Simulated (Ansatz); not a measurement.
**Compressing HfB: a fit and a missing row**

HfB, Fm-3m, a = 4.788 Å. The structure is a COD entry; whether it is the stable form wasn't checked. Ansatz: PBEsol, PAW, 420 eV, Γ-centred 16×16×16 mesh on 2 atoms, Gaussian smearing 0.10 eV; no spin polarisation. Symmetry fixes shape and atoms, so the cell is only scaled; pressure is positive in compression.

| V (Å³/atom) | P (GPa) |
| --- | --- |
| 12.896 | 12.44 |
| 13.308 | ? |
| 13.720 | -0.05 |
| 14.131 | -5.05 |
| 14.543 | -9.39 |

Q: Take V0 = 13.720 Å³/atom, count pressures from its P0 = -0.05 GPa, fit the third-order Birch–Murnaghan form to the other rows, and predict the missing pressure.

A: With the Eulerian strain f = ½[(V0/V)^(2/3) − 1] and y = (P − P0)/[3f(1 + 2f)^(5/2)], the form is the line y = B0 + 1.5 B0 (B0′ − 4) f. Rows (f, y): 0.02108, 178.1; -0.00974, 179.7; -0.01905, 180.1. Means f = -0.002570, y = 179.30; Σ(Δf)² = 0.0008823, ΣΔfΔy = -0.04443; the slope is their ratio. y = 179.2 − 50.36 f GPa, so B0 = 179.2 GPa and B0′ = 4 + 2 × (-50.36)/(3 × 179.2) = 3.81. At V = 13.308, f = 0.01027, y = 178.68 and P = 5.74 GPa. The run gave 5.74 GPa, the same to the digits shown.

Spin–orbit coupling is left out, which can shift energies with elements as heavy as these.